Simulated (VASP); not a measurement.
# Sn: core levels with PBE

Crystal: Sn.

```
Sn
1.0
     0.00000    6.46669    6.46669
     6.46669    0.00000    6.46669
     6.46669    6.46669    0.00000
Sn
16
Direct
  0.00000 0.00000 0.00000
  0.00000 0.00000 0.50000
  0.00000 0.50000 0.00000
  0.00000 0.50000 0.50000
  0.50000 0.00000 0.00000
  0.50000 0.00000 0.50000
  0.50000 0.50000 0.00000
  0.50000 0.50000 0.50000
  0.12500 0.12500 0.12500
  0.12500 0.12500 0.62500
  0.12500 0.62500 0.12500
  0.12500 0.62500 0.62500
  0.62500 0.12500 0.12500
  0.62500 0.12500 0.62500
  0.62500 0.62500 0.12500
  0.62500 0.62500 0.62500
```

This isn't the form of Sn at room conditions, which is tetragonal (white tin).

```yaml
Program: VASP 6.6.1
Task: core levels
Functional: PBE
Potentials_or_basis: VASP PAW PBE potentials, release 64 (Sn_d)
Cutoff: 520 eV
k_mesh: 4 × 4 × 4
Occupations: methfessel-paxton, width 0.1 eV
Spin: no spin polarisation
Further_INCAR_settings: ALGO = Fast; EDIFF = 1e-06
```

```yaml
Pressure: 3.7 GPa
Band_gap_on_the_k_mesh: none (metal or under the smearing width)
```

Levels at points of the mesh, in eV from the Fermi level:
```
           k point  band 108  band 109  band 110  band 111  band 112  band 113  band 114  band 115  band 116  band 117
(0.00, 0.00, 0.00)     -1.15     -1.15     -0.58      0.00      0.00      0.00      0.00      0.07      0.07      0.07
(0.50, 0.00, 0.00)     -1.95     -0.69     -0.69     -0.69     -0.69      0.37      0.37      1.26      1.26      1.26
(0.50, 0.50, 0.00)     -1.64     -1.22     -1.22     -1.22     -1.22      0.95      0.95      1.56      1.56      1.56
```

Core levels (eV, on the scale of the bands):
```
atom                                                                                     levels
1 Sn  1s -28997.1, 2s -4368.6, 2p -3920.2, 3s -834.8, 3p -688.4, 3d -463.1, 4s -123.8, 4p -79.5
2 Sn  1s -28997.1, 2s -4368.6, 2p -3920.2, 3s -834.8, 3p -688.4, 3d -463.1, 4s -123.8, 4p -79.5
3 Sn  1s -28997.1, 2s -4368.6, 2p -3920.2, 3s -834.8, 3p -688.4, 3d -463.1, 4s -123.8, 4p -79.5
4 Sn  1s -28997.1, 2s -4368.6, 2p -3920.2, 3s -834.8, 3p -688.4, 3d -463.1, 4s -123.8, 4p -79.5
5 Sn  1s -28997.1, 2s -4368.6, 2p -3920.2, 3s -834.8, 3p -688.4, 3d -463.1, 4s -123.8, 4p -79.5
6 Sn  1s -28997.1, 2s -4368.6, 2p -3920.2, 3s -834.8, 3p -688.4, 3d -463.1, 4s -123.8, 4p -79.5
```

Wall time 6.4 min on 4 MPI ranks on Intel(R) Xeon(R) Platinum 8259CL CPU @ 2.50GHz (Skylake/Cascade Lake) (shared host), peak memory 0.94 GiB a rank.
